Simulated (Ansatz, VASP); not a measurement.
**SiH2C (H-SiC-H chair, 1 layer): VASP beside Ansatz**

One calculation is typed for both programs; each brings its own data sets. How far apart do they land? The structure shown is the start of the Ansatz relaxation below; VASP solves that cell, so the two are compared at the walk's first step.

Main program and level: Ansatz 0.2.0; plane waves, with VASP 6.6.1 beside it; single point at PBE.

## Step 1: The starting structure

The cell holds 4 atoms: 2 H, 1 C and 1 Si. Cell: a = 3.086 Å, b = 3.085 Å, c = 18.113 Å, α = 90.0°, β = 90.0°, γ = 120.0°. Vacuum lies along c.

## Step 2: Ansatz: relaxation, PBE

Ansatz runs on its default PAW (the set named soft_2) files.

The two programs are compared at the cell with which this relaxation starts, whose forces are those of its first step.

The input, input.yaml:

```yaml
crystal:
  lattice:
    - [3.0855, 0.0, 0.0]
    - [-1.54275, 2.6721213834, 0.0]
    - [0.0, 0.0, 18.1133333333]
  atoms:
    - { symbol: H, position: [0.6666666667, 0.3333333333, 0.4140596246] }
    - { symbol: C, position: [0.6666666667, 0.3333333333, 0.473132131] }
    - { symbol: Si, position: [0.3333333333, 0.6666666667, 0.5075450865] }
    - { symbol: H, position: [0.3333333333, 0.6666666667, 0.5859403754] }
kpoints:
  mp_grid: { grid: [12, 12, 1] }
hamiltonian:
  xc: pbe
scf:
  occupations: { method: fermi_dirac, width: 0.05 }
  convergence: { dr2_threshold: 1.0e-08 }
efield:
  axis: 3
  dipole_correction: true
  ramp_position: 0.97
  ramp_width: 0.04
relax:
  f_tol: 0.01
  cell: { fix: [c, alpha, beta] }
output:
  write_potential: true
  write_density: true
  volumetric_format: npy
```

Started as:

```sh
$ ansatz run input.yaml --threads 2 --pin off --max-ram 4096MiB --backend cpu --events-out ev --progress --plain --runs-dir out
```

Numbers of over 12 decimals in the logs are rounded to 6 here.

Log:

```text
Warning: relax.cell: scf.convergence.dr2_threshold = 1e-8 eV is looser than the 4e-10 eV advised for a relaxation that steers and ends on the stress (1e-10 eV for each atom of the cell: 4). What an SCF threshold leaves in a stress goes as its square root, and in the free energy as the threshold itself, and one threshold admits the most on a small cell: [figures from the program's tests cut] Set scf.convergence.dr2_threshold to 4e-10 eV or tighter. The threshold is an SCF's pass mark: one that does not reach it within its budget of iterations ends unconverged, or closes short of it on a stop that the run arms, and scf.convergence.dr2_threshold's page says what that costs each kind of run
Engine: ansatz 0.2.0, aarch64-unknown-linux-gnu
Pseudopotentials: kind: paw
Pseudopotential: H, paw, valence charge 1, recommended cutoff 420 eV (normal), H.paw.azcp
Pseudopotential: C, paw, valence charge 4, recommended cutoff 420 eV (normal), C.paw.azcp
Pseudopotential: Si, paw, valence charge 4, recommended cutoff 420 eV (normal), Si.paw.azcp
Functional definition: PBE
  parameter kappa = 0.804
  parameter beta = 0.066725
  exchange = pbe_x(kappa = kappa, mu = beta*pi^2/3)
  correlation = pbe_c(beta = beta)
Crystal: 4 atoms, lattice volume = 149.341 Å³
Basis set: ecut = 420 eV, 2905 PW (Γ), exchange–correlation on 48×48×250 points (8 copies of the dense FFT grid, shifted against one another)
Bands: 9, of which v1, the nominal top of the filled ones, is band 5 counted from 1 (4 counted from 0)
Symmetry: 6 space group operations
Space group: P3m1 (ITA 156), of the structure as read, at distance tolerance 5.3e-5 Å
k-points: 19 of 144 (time reversal used)
Non-local potential: H, projectors of the file, l = 0: 2, l = 1: 1
Non-local potential: C, projectors of the file, l = 0: 2, l = 1: 2, l = 2: 1
Non-local potential: Si, projectors of the file, l = 0: 2, l = 1: 2, l = 2: 2
PAW form: soft (Blöchl's): semilocal exchange-correlation on the pseudo side does not see the compensation charge
PAW one-centre angular grid: H, 110 points (default); XC on 64 Gauss nodes
PAW one-centre angular grid: C, 110 points (default); XC on 64 Gauss nodes
PAW one-centre angular grid: Si, 110 points (default); XC on 64 Gauss nodes
Initial density: superposition of atomic densities (neutral atoms: chi_scale 0, normalization atom), corrected by the library's trained network
Initial wavefunctions: pseudopotential atomic-orbital guess
Functional: x = pbe(κ = 0.804, μ = 0.219515), c = pbe(β = 0.066725)
SCF iter   1: F=—  HF=-918.908255 eV  |F-HF|=—  |Δ(HF+E_count)|=         —  Δρ=1.89e-3  dr2=1.21e-2  ethr=1.77e-3  p=-0.045 e·Å  D=-5.51e-2 V/Å  ΔV_dip=1.00 eV  dr2_dipole=3.42e-5  V_vac-E_F(+/−)=3.88/2.88 eV  ⟨swp⟩=7.5  Hψ=1626  notcnv=0
efield: sawtooth ramp at fractional position 0.9700 (set: `efield.ramp_position`, or a place that a band, a saddle search or an elastic batch's reference lends), width 0.0400; the density the first Hamiltonian is built on has a dipole p = -0.045 e·Å; the dipole correction subtracts the counter field D = -5.51e-2 V/Å, which shifts the + side's vacuum level by +1.00 eV against the − side's; the planar-averaged density in the ramp window peaks in size at 2.9e-5 e/Å³
preconditioner: auto → none  [insulator: Δε(μ)=3.695 eV  Ē_g=11.753 eV  σ=0.050 eV  W_gap=1.00  n_scr=10 (ndim 8)  ℏωp=9.6 eV  f_vac=0.677  D(μ)=0.00/eV (n_scr^D=0)  ε∞_Penn≈1.7]
SCF iter   2: F=—  HF=-918.910363 eV  |F-HF|=—  |Δ(HF+E_count)|=   2.11e-3  Δρ=8.45e-4  dr2=5.48e-3  ethr=1.21e-4  p=-0.042 e·Å  D=-5.05e-2 V/Å  ΔV_dip=0.92 eV  dr2_dipole=1.83e-3  V_vac-E_F(+/−)=3.64/2.73 eV  ⟨swp⟩=3.1  Hψ=475  notcnv=0
SCF iter   3: F=—  HF=-918.909373 eV  |F-HF|=—  |Δ(HF+E_count)|=   9.91e-4  Δρ=5.75e-4  dr2=1.35e-3  ethr=5.48e-5  p=-0.059 e·Å  D=-7.19e-2 V/Å  ΔV_dip=1.30 eV  dr2_dipole=3.09e-5  V_vac-E_F(+/−)=3.88/2.58 eV  ⟨swp⟩=2.5  Hψ=326  notcnv=0
SCF iter   4: F=—  HF=-918.909390 eV  |F-HF|=—  |Δ(HF+E_count)|=   1.73e-5  Δρ=2.48e-4  dr2=2.39e-4  ethr=1.35e-5  p=-0.061 e·Å  D=-7.44e-2 V/Å  ΔV_dip=1.35 eV  dr2_dipole=6.00e-6  V_vac-E_F(+/−)=3.86/2.52 eV  ⟨swp⟩=2.4  Hψ=244  notcnv=0
SCF iter   5: F=—  HF=-918.909428 eV  |F-HF|=—  |Δ(HF+E_count)|=   3.83e-5  Δρ=6.06e-5  dr2=7.45e-6  ethr=2.39e-6  p=-0.062 e·Å  D=-7.57e-2 V/Å  ΔV_dip=1.37 eV  dr2_dipole=1.69e-8  V_vac-E_F(+/−)=3.85/2.48 eV  ⟨swp⟩=2.6  Hψ=294  notcnv=0
SCF iter   6: F=—  HF=-918.909353 eV  |F-HF|=—  |Δ(HF+E_count)|=   7.56e-5  Δρ=1.39e-5  dr2=1.96e-7  ethr=7.45e-8  p=-0.063 e·Å  D=-7.61e-2 V/Å  ΔV_dip=1.38 eV  dr2_dipole=4.09e-9  V_vac-E_F(+/−)=3.84/2.46 eV  ⟨swp⟩=2.6  Hψ=268  notcnv=0
[...]
SCF iter   3: F=—  HF=-919.005084 eV  |F-HF|=—  |Δ(HF+E_count)|=   8.83e-6  Δρ=5.32e-5  dr2=3.83e-6  ethr=4.08e-7  p=-0.082 e·Å  D=-9.66e-2 V/Å  ΔV_dip=1.75 eV  dr2_dipole=3.35e-7  V_vac-E_F(+/−)=4.35/2.60 eV  ⟨swp⟩=2.2  Hψ=220  notcnv=0
SCF iter   4: F=—  HF=-919.005074 eV  |F-HF|=—  |Δ(HF+E_count)|=   1.03e-5  Δρ=1.29e-5  dr2=1.83e-7  ethr=3.83e-8  p=-0.082 e·Å  D=-9.68e-2 V/Å  ΔV_dip=1.75 eV  dr2_dipole=1.77e-10  V_vac-E_F(+/−)=4.36/2.60 eV  ⟨swp⟩=2.3  Hψ=246  notcnv=0
[...]
Initial wavefunctions: pseudopotential atomic-orbital guess (no wavefunctions were taken with the density)
iter 1 solved again at ethr=9.71e-7 eV; its pass at ethr=3.10e-3 eV (dr2=9.71e-5 eV) is discarded
SCF iter   1: F=—  HF=-919.006014 eV  |F-HF|=—  |Δ(HF+E_count)|=         —  Δρ=1.01e-4  dr2=1.01e-6  ethr=9.71e-7  p=-0.082 e·Å  D=-9.68e-2 V/Å  ΔV_dip=1.75 eV  dr2_dipole=4.16e-10  V_vac-E_F(+/−)=4.37/2.62 eV  ⟨swp⟩=3.1  Hψ=2092  notcnv=0
efield: sawtooth ramp at fractional position 0.9700 (set: `efield.ramp_position`, or a place that a band, a saddle search or an elastic batch's reference lends), width 0.0400; the density the first Hamiltonian is built on has a dipole p = -0.082 e·Å; the dipole correction subtracts the counter field D = -9.68e-2 V/Å, which shifts the + side's vacuum level by +1.75 eV against the − side's; the planar-averaged density in the ramp window peaks in size at 1.5e-6 e/Å³
preconditioner: auto → none  [insulator: Δε(μ)=3.750 eV  Ē_g=11.487 eV  σ=0.050 eV  W_gap=1.00  n_scr=8 (ndim 8)  ℏωp=9.5 eV  f_vac=0.686  D(μ)=0.00/eV (n_scr^D=0)  ε∞_Penn≈1.7]
SCF iter   2: F=—  HF=-919.006612 eV  |F-HF|=—  |Δ(HF+E_count)|=   5.98e-4  Δρ=5.04e-5  dr2=2.41e-7  ethr=1.01e-8  p=-0.082 e·Å  D=-9.68e-2 V/Å  ΔV_dip=1.75 eV  dr2_dipole=1.24e-9  V_vac-E_F(+/−)=4.36/2.61 eV  ⟨swp⟩=2.0  Hψ=273  notcnv=0
SCF iter   3: F=—  HF=-919.006905 eV  |F-HF|=—  |Δ(HF+E_count)|=   2.93e-4  Δρ=1.26e-5  dr2=1.53e-7  ethr=2.41e-9  p=-0.082 e·Å  D=-9.68e-2 V/Å  ΔV_dip=1.75 eV  dr2_dipole=1.98e-8  V_vac-E_F(+/−)=4.36/2.60 eV  ⟨swp⟩=2.1  Hψ=280  notcnv=0
SCF iter   4: F=—  HF=-919.006936 eV  |F-HF|=—  |Δ(HF+E_count)|=   3.09e-5  Δρ=2.91e-6  dr2=1.93e-8  ethr=1.53e-9  p=-0.082 e·Å  D=-9.67e-2 V/Å  ΔV_dip=1.75 eV  dr2_dipole=4.78e-9  V_vac-E_F(+/−)=4.36/2.60 eV  ⟨swp⟩=2.4  Hψ=253  notcnv=0
SCF iter   5: F=-919.006940 eV  HF=-919.006939 eV  |F-HF|=2.69e-7  |Δ(HF+E_count)|=   3.08e-6  Δρ=8.10e-7  dr2=5.20e-10  ethr=1.00e-10  p=-0.082 e·Å  D=-9.68e-2 V/Å  ΔV_dip=1.75 eV  dr2_dipole=3.97e-11  V_vac-E_F(+/−)=4.36/2.60 eV  ⟨swp⟩=13.1  Hψ=1483  notcnv=0
SCF 5 converged in 5 iterations: F = -919.006940 eV  dr2 = 5.20e-10
relax step   5: F+E_penalty+E_count = -919.00693952 eV  Δ(F+E_penalty+E_count) = -1.866e-3 eV  max|allowed force component| = 6.854e-3 eV/Å  Δτ_max = 0.0000 Å  P = +0.009 GPa  Ω = 153.001 Å³  fix = [c, alpha, beta]  reactions: c +0.001 GPa  stress off target by 1.25e-2 GPa on what of the cell is left free  SCF on the basis re-selected at this cell (its energy is not comparable with the rows above)  (5 SCF iters)
basis re-selected at this cell: Δ(F+E_penalty+E_count) = -1.866e-3 eV, ΔP = +0.011 GPa vs the last step (what re-selecting the basis moved, of the pressure what is left beyond the Pulay correction that the steps carried, after the strain that the cell walked since its last selection, with what the two solves' SCF thresholds leave and, on support functions, any second-order correction that the steps lacked; it is no m [...]
WARN: The input density's exchange-correlation potential varies sharply where the density is thin. Do not read a vacuum level from v_tot or v_xc, or from such a field of the output density. On a cell that repeats whose density bears no net charge and no dipole along the vacuum's axis use v_es (v_loc + v_h of the components); under efield.dipole_correction with no amplitude use v_es + v_field, which holds any external [...]
SCF converged after 5 iterations
Free energy (F): -919.006940 eV
Harris-Foulkes:  -919.006939 eV  (|F-HF|=2.69e-7)
Internal energy: -919.006940 eV  (E = F + TS)
E sigma→0 (E₀):  -919.006940 eV
Fermi energy:    -1.287880 eV
Dipole field:    D = -0.096781 V/Å  (p = -0.081832 e·Å, saw-weighted, corrected)
Work function:   Φ+ = 4.3560 eV   Φ− = 2.6033 eV
Levels:          The Fermi level and band energies are counted from a zero that moves with the ramp; work functions are not
--- Per-component energies (eV) ---
  E_band       = -83.858034
  E_kinetic    = 160.669177
  E_local      = -2410.191903  (includes V_loc(G=0)·N_el)
  E_nonlocal   = 55.466184
  E_hartree    = 1125.805438
  E_xc         = -122.280815
  E_vxc        = -130.826266  (∫ρ·V_xc dr)
  E_paw        = -613.244361  (= ΣΔE_a)
  E_vpaw       = -10.626313  (= ΣTr[D̂ρ^β])
  E_aug_tail   = -0.002538  (compensation charges beyond the density's cutoff)
  E_efield     = 0.003960  (sawtooth field / dipole correction)
  E_vefield    = 0.042022  (∫n·V_field dr)
  E_ewald      = 884.767917
  E_smearing   = -0.000000  (= −TS)
  E_closure    = 0.000000  (closes the sum)
  Σ components = -919.006940   (vs F -919.006940, Δ=0.00e0)
--- Forces (eV/Å), atoms counted from 1 ---
  atom   1  H      0.00000000    -0.00000000     0.00500240
  atom   2  C      0.00000000     0.00000000    -0.00357863
  atom   3  Si     0.00000000    -0.00000000    -0.00684799
  atom   4  H     -0.00000000     0.00000000     0.00544771
  max |Σ_I F_I| component: 2.35e-5 eV/Å
--- Stress (GPa, compression-positive) ---
        0.012504      -0.000000       0.000000
        0.000000       0.012504      -0.000000
        0.000000      -0.000000       0.001204
  P = ⅓ Tr σ = 0.0087 GPa (0.087 kbar)
--- Band table (eV; the first three rows and the last of 19) ---
  k-point 0: bands = ["-16.5590", "-10.1875", "-5.5346", "-3.1883", "-3.1883", "0.5899", "1.9622", "2.5101", "2.6265"]
  k-point 1: bands = ["-16.4533", "-10.1104", "-5.5029", "-3.7441", "-3.3331", "0.7173", "2.1046", "2.6717", "2.9179"]
  k-point 2: bands = ["-16.1417", "-9.8974", "-5.4798", "-4.9256", "-3.6891", "1.0754", "2.5195", "2.7544", "3.0973"]
  k-point 18: bands = ["-13.6395", "-9.8806", "-7.6588", "-7.0862", "-5.3133", "2.1035", "4.0489", "4.0962", "6.3072"]
--- Relaxed structure (4 steps of the walk, 4 accepted, 1 SCFs on fresh bases) ---
  F+E_penalty+E_count = -919.00693952 eV   max|allowed force component| = 6.854e-3 eV/Å   (the final SCF, on the basis selected at the relaxed cell)
  cell:  # Å, volume = 153.0007 Å³
    - [3.123074, 0, 0]
    - [-1.561537, 2.704661, 0]
    - [0, 0, 18.1133333333]
  atoms:
    - { symbol: H, position: [0.666667, 0.333333, 0.412802] }
    - { symbol: C, position: [0.666667, 0.333333, 0.473919] }
    - { symbol: Si, position: [0.333333, 0.666667, 0.505673] }
    - { symbol: H, position: [0.333333, 0.666667, 0.588283] }
```

(Part 1 of 2 ends here.)

[Lines on the potential files, build, host, timing and source positions are cut from VASP's logs without a mark.]

[Logs are printed without paths, hosts, clocks, repeated set-up lines and the standing remarks that a program may print on its own settings, such as how far it seeks lower states.]

[Hosts, paths, dates, database ids (printed as entryN), source tags and the programs' standing remarks are cut or masked in the printed files.]
